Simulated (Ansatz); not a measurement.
Ansatz (a quantum-chemistry and plane-wave program) input:

Ansatz 0.2 input:
```yaml
crystal:
  lattice:
    - [0.0, 4.0525366968, 4.0525366968]
    - [4.0525366968, 0.0, 4.0525366968]
    - [4.0525366968, 4.0525366968, 0.0]
  atoms:
    - { symbol: Mg, position: [0.75, 0.75, 0.75] }
    - { symbol: Mg, position: [0.5, 0.5, 0.5] }
    - { symbol: Al, position: [0.625, 0.125, 0.125] }
    - { symbol: Al, position: [0.125, 0.125, 0.625] }
    - { symbol: Al, position: [0.125, 0.625, 0.125] }
    - { symbol: Al, position: [0.125, 0.125, 0.125] }
    - { symbol: O, position: [0.3614501558, 0.3614501558, 0.3614501558] }
    - { symbol: O, position: [0.3343504673, 0.8885498442, 0.8885498442] }
    - { symbol: O, position: [0.3614501558, 0.3614501558, 0.9156495327] }
    - { symbol: O, position: [0.8885498442, 0.3343504673, 0.8885498442] }
    - { symbol: O, position: [0.9156495327, 0.3614501558, 0.3614501558] }
    - { symbol: O, position: [0.8885498442, 0.8885498442, 0.8885498442] }
    - { symbol: O, position: [0.3614501558, 0.9156495327, 0.3614501558] }
    - { symbol: O, position: [0.8885498442, 0.8885498442, 0.3343504673] }
kpoints:
  mp_grid: { grid: [6, 6, 6] }
hamiltonian:
  xc: pbesol
  pseudopotentials: { azcp: { folder: ./paw }, kind: paw }
scf:
  occupations: { method: fixed }
phonons:
  method: dfpt
  response_accuracy: low
  qmesh: [2, 2, 2]
  interpolated_qmesh: [12, 12, 12]
  dielectric: true
  rigid_motions: translations
  temperatures: { t_max: 1000, t_step: 50 }
  qpath:
    path:
      - [[0.0, 0.0, 0.0], [0.5, 0.0, 0.5], [0.625, 0.25, 0.625]]  # Γ-X-U
      - [[0.375, 0.375, 0.75], [0.0, 0.0, 0.0], [0.5, 0.5, 0.5], [0.5, 0.25, 0.75], [0.5, 0.0, 0.5]]  # K-Γ-L-W-X
    npoints: 13
```

Output (shortened):

```
WARN phonons: the dynamical matrix that this run interpolates holds no multipole term above the dipole-dipole one, and a site of this crystal is no centre of …
Pseudopotential: Mg, paw, valence charge 10
Pseudopotential: Al, paw, valence charge 3
Pseudopotential: O, paw, valence charge 6
Functional definition: PBEsol
Crystal: 14 atoms, lattice volume = 133.110 Å³
Basis set: ecut = 420 eV, 2637 PW (Γ), exchange–correlation on 80×80×80 points (8 copies of the dense FFT grid, shifted against one another)
Bands: 54, of which v1, the nominal top of the filled ones, is band 40 counted from 1 (39 counted from 0)
Symmetry: 48 space group operations
k-points: 68 of 216 (irreducible under 2 space group operations, time reversal used)
SCF 1 converged in 10 iterations: F = -10431.207705 eV  dr2 = 4.09e-11
SCF converged after 10 iterations
Free energy (F): -10431.207705 eV
Harris-Foulkes:  -10431.207705 eV  (|F-HF|=2.73e-11)
Internal energy: -10431.207705 eV  (E = F + TS)
E sigma→0 (E₀):  -10431.207705 eV
Fermi energy:    6.391339 eV
--- Per-component energies (eV) ---
  E_band       = -605.082824
  E_kinetic    = 1619.571038
  E_local      = -5945.347917  (includes V_loc(G=0)·N_el)
  E_nonlocal   = 848.557818
  E_hartree    = 2124.368707
  E_xc         = -782.650345
  E_vxc        = -931.285606  (∫ρ·V_xc dr)
  E_paw        = -3663.968795  (= ΣΔE_a)
  E_vpaw       = -445.321524  (= ΣTr[D̂ρ^β])
  E_aug_tail   = 0.005627  (compensation charges beyond the density's cutoff)
  E_ewald      = -4632.220422
  E_core_change = 0.476584  (= ΣΔE_core)
  E_smearing   =  0.000000  (= −TS)
  E_closure    = 0.000000  (closes the sum)
  Σ components = -10431.207705   (vs F -10431.207705, Δ=0.00e0)
--- Band table (eV; the first three rows and the last of 68) ---
  k-point 0: bands = ["-64.9530", "-64.9525", "-31.9141", "-31.9141", "-31.9141", "-31.9111", "-31.9111", "-31.9111", "-11.8821", "-10.3600", "-9.8004", "-9.8004", "-9.8004", "-9.4309", "-9.4309", "-9.4309", "0.8815", "0.8815", "0.8815", "0.9565", "1.6547", …
  k-point 1: bands = ["-64.9530", "-64.9526", "-31.9142", "-31.9142", "-31.9141", "-31.9111", "-31.9110", "-31.9110", "-11.8040", "-10.4288", "-9.8756", "-9.7806", "-9.7806", "-9.4589", "-9.4589", "-9.4120", "0.9990", "0.9990", "1.0550", "1.1735", "1.7593", …
  k-point 2: bands = ["-64.9529", "-64.9526", "-31.9144", "-31.9144", "-31.9141", "-31.9111", "-31.9108", "-31.9108", "-11.5988", "-10.6512", "-9.9616", "-9.7254", "-9.7254", "-9.5305", "-9.5305", "-9.4008", "1.2928", "1.2928", "1.3887", "1.8741", "1.9324", …
  k-point 67: bands = ["-64.9529", "-64.9527", "-31.9145", "-31.9145", "-31.9141", "-31.9112", "-31.9107", "-31.9107", "-11.4357", "-10.8359", "-9.9838", "-9.6692", "-9.6692", "-9.5948", "-9.5948", "-9.4021", "1.4962", "1.4962", "1.6665", "1.9106", "2.1637", …
--- Phonons (Γ-DFPT): 3 representative perturbations + reference, on 68 of 216 k-points (Σ response iterations 10) ---
  ASR residual: 2.077e-4 → 0.000e0 eV/Å²; symmetrization residual: 3.333e-5 eV/Å²
  ASR residual per site (eV/Å²): 2.08e-4 2.08e-4 1.87e-4 1.87e-4 1.87e-4 1.87e-4 3.06e-5 3.06e-5 3.06e-5 3.06e-5 3.06e-5 3.06e-5 3.06e-5 3.06e-5
  Γ frequencies (cm⁻¹): 0.00 0.00 0.00 254.43 254.43 254.43 295.42 295.42 295.42 304.48 304.48 304.48 334.95 334.95 334.95 385.11 385.11 395.43 395.43 448.94 448.94 448.94 469.44 469.44 469.44 541.82 541.82 541.82 566.65 566.65 566.65 580.22 580.22 646.01 …
  ε∞ (high-frequency dielectric tensor):
        3.114922     0.000000     0.000000
        0.000000     3.114922     0.000000
        0.000000     0.000000     3.114922
  ε⁰ (static dielectric tensor: ions relaxed, cell fixed):
        8.312781     0.000000     0.000000
        0.000000     8.312781     0.000000
        0.000000     0.000000     8.312781
  ε⁰ − ε∞ (ionic part):
        5.197859     0.000000     0.000000
        0.000000     5.197859     0.000000
        0.000000     0.000000     5.197859
  softest optical mode at Γ: 254.43 cm⁻¹; the repairs (sum rule, projections) moved no ω² at Γ by more than (5.22 cm⁻¹)²
  Born effective charges Z* (e; rows j = field, columns β = displacement):
    site 0:
         2.03941    0.00000    0.00000
         0.00000    2.03941    0.00000
         0.00000    0.00000    2.03941
    site 1:
         2.03941    0.00000    0.00000
         0.00000    2.03941    0.00000
         0.00000    0.00000    2.03941
    site 2:
         2.78554   -0.29077   -0.29077
        -0.29077    2.78554    0.29077
        -0.29077    0.29077    2.78554
    site 3:
         2.78554    0.29077   -0.29077
         0.29077    2.78554   -0.29077
        -0.29077   -0.29077    2.78554
    site 4:
         2.78554   -0.29077    0.29077
        -0.29077    2.78554   -0.29077
         0.29077   -0.29077    2.78554
    site 5:
         2.78554    0.29077    0.29077
         0.29077    2.78554    0.29077
         0.29077    0.29077    2.78554
    site 6:
        -1.90262    0.00497    0.00497
         0.00497   -1.90262    0.00497
         0.00497    0.00497   -1.90262
    site 7:
        -1.90262   -0.00497   -0.00497
        -0.00497   -1.90262    0.00497
        -0.00497    0.00497   -1.90262
    site 8:
        -1.90262    0.00497   -0.00497
         0.00497   -1.90262   -0.00497
        -0.00497   -0.00497   -1.90262
    site 9:
        -1.90262   -0.00497    0.00497
        -0.00497   -1.90262   -0.00497
         0.00497   -0.00497   -1.90262
    site 10:
        -1.90262   -0.00497   -0.00497
        -0.00497   -1.90262    0.00497
        -0.00497    0.00497   -1.90262
    site 11:
        -1.90262    0.00497    0.00497
         0.00497   -1.90262    0.00497
         0.00497    0.00497   -1.90262
    site 12:
        -1.90262   -0.00497    0.00497
        -0.00497   -1.90262   -0.00497
         0.00497   -0.00497   -1.90262
    site 13:
        -1.90262    0.00497   -0.00497
         0.00497   -1.90262   -0.00497
        -0.00497   -0.00497   -1.90262
  Z* charge neutrality: 7.327e-6 e pre-enforcement
  k-mesh period / interband length: 34.4 Å / 1.35 Å = 25.39 at k = (0.0000, 0.0000, 0.0000), direct gap 5.224 eV — 14 or more, which is no proof of convergence
  optical modes at Γ without the LO–TO term, one row a degenerate level:
      ω (cm⁻¹)  modes    IR ((D/Å)²/amu)
        254.43      3             0.0000
        295.42      3             5.5672
        304.48      3             0.0000
        334.95      3             0.0000
        385.11      2             0.0000
        395.43      2             0.0000
        448.94      3             0.0000
        469.44      3           175.0500
        541.82      3             0.0000
        566.65      3             1.5343
        580.22      2             0.0000
        646.01      1             0.0000
        647.67      3             0.0000
        660.84      3            48.1692
        727.42      1             0.0000
        742.12      1             0.0000
  optical modes at Γ + LO–TO along q̂ = [1.0000, 0.0000, 0.0000]:
      ω (cm⁻¹)  modes    IR ((D/Å)²/amu)
        254.43      3             0.0000
        295.42      2             3.7115
        299.94      1             0.1451
        304.48      3             0.0000
        334.95      3             0.0000
        385.11      2             0.0000
        395.43      2             0.0000
        448.94      3             0.0000
        469.44      2           116.7000
        541.82      3             0.0000
        564.96      1             0.2568
        566.65      2             1.0229
        580.22      2             0.0000
        604.62      1             6.0736
        646.01      1             0.0000
        647.67      3             0.0000
        660.84      2            32.1128
        727.42      1             0.0000
        742.12      1             0.0000
        828.06      1            70.2980
  optical modes at Γ + LO–TO along q̂ = [0.0000, 1.0000, 0.0000]:
      ω (cm⁻¹)  modes    IR ((D/Å)²/amu)
        254.43      3             0.0000
        295.42      2             3.7115
        299.94      1             0.1451
        304.48      3             0.0000
        334.95      3             0.0000
        385.11      2             0.0000
        395.43      2             0.0000
        448.94      3             0.0000
        469.44      2           116.7000
        541.82      3             0.0000
        564.96      1             0.2568
        566.65      2             1.0229
        580.22      2             0.0000
        604.62      1             6.0736
        646.01      1             0.0000
        647.67      3             0.0000
        660.84      2            32.1128
        727.42      1             0.0000
        742.12      1             0.0000
        828.06      1            70.2980
  optical modes at Γ + LO–TO along q̂ = [0.0000, 0.0000, 1.0000]:
      ω (cm⁻¹)  modes    IR ((D/Å)²/amu)
        254.43      3             0.0000
        295.42      2             3.7115
        299.94      1             0.1451
        304.48      3             0.0000
        334.95      3             0.0000
        385.11      2             0.0000
        395.43      2             0.0000
        448.94      3             0.0000
        469.44      2           116.7000
        541.82      3             0.0000
        564.96      1             0.2568
        566.65      2             1.0229
        580.22      2             0.0000
        604.62      1             6.0736
        646.01      1             0.0000
        647.67      3             0.0000
        660.84      2            32.1128
        727.42      1             0.0000
        742.12      1             0.0000
        828.06      1            70.2980
  non-analytic LO–TO correction: the dipole-dipole term of the run's Born effective charges and high-frequency dielectric tensor (where they are solved with …
--- Phonons (arbitrary-q DFPT): 3 irreducible q on the 2×2×2 mesh ---
  q = [0.0000, 0.0000, 0.0000] (star 1, of the zone-centre solve; hermiticity 2.57e-6, symmetrization 6.98e-7):  0.00 0.00 0.00 254.43 254.43 254.43 295.42 295.42 295.42 304.48 304.48 304.48 334.95 334.95 334.95 385.11 385.11 395.43 395.43 448.94 448.94 …
  q = [0.0000, 0.0000, -0.5000] (star 4, 7 solved perturbations in 564 linear systems a pass and spin channel, the states on 112 of 216 k-point pairs; hermiticity 2.41e-6, symmetrization 3.74e-7): 136.69 136.69 207.61 207.61 242.82 277.22 296.42 296.42 341.04 …
  q = [0.0000, -0.5000, -0.5000] (star 3, 6 solved perturbations in 436 linear systems a pass and spin channel, the states on 112 of 216 k-point pairs; hermiticity 3.88e-6, symmetrization 7.61e-7): 184.02 184.02 215.77 215.77 289.60 289.60 307.73 307.73 …
  sum rule: each row above includes the acoustic sum rule's correction from the zone centre's row sums; it moved no ω² by more than (1.86 cm⁻¹)²
  mesh force constants: q→R imaginary residual 1.68e-17; ASR residual 2.077e-4 → 0.000e0 eV/Å²; symmetrization residual 3.197e-14 eV/Å²
  interpolated dispersion: 81 rows × 42 modes
  density of states and harmonic sums: on the 12×12×12 q-mesh, interpolated from the force constants of a 2×2×2 supercell (with the dipole–dipole term)
  largest difference from the sums on the solved wave vectors: F 6.09e-2 eV, S 9.38e-5 and C_V 3.15e-5 eV/K
  zero-point energy: 1.195192 eV/cell   skipped modes (ω ≤ 0): 3   left out of the sums: 4.13e-5 of the cell's modes …
```

Cost: about 9 core-minutes (a rough figure) on shared cores.

Space group Fd-3m (spinel). The PBEsol relaxation kept the symmetry of its start.

Potentials: the earlier of the program's two PAW sets. The files were generated under PBE; for other functionals the program regenerates the frozen cores, and for LDA and PBEsol the local potential too.

Ansatz is a plane-wave DFT program.
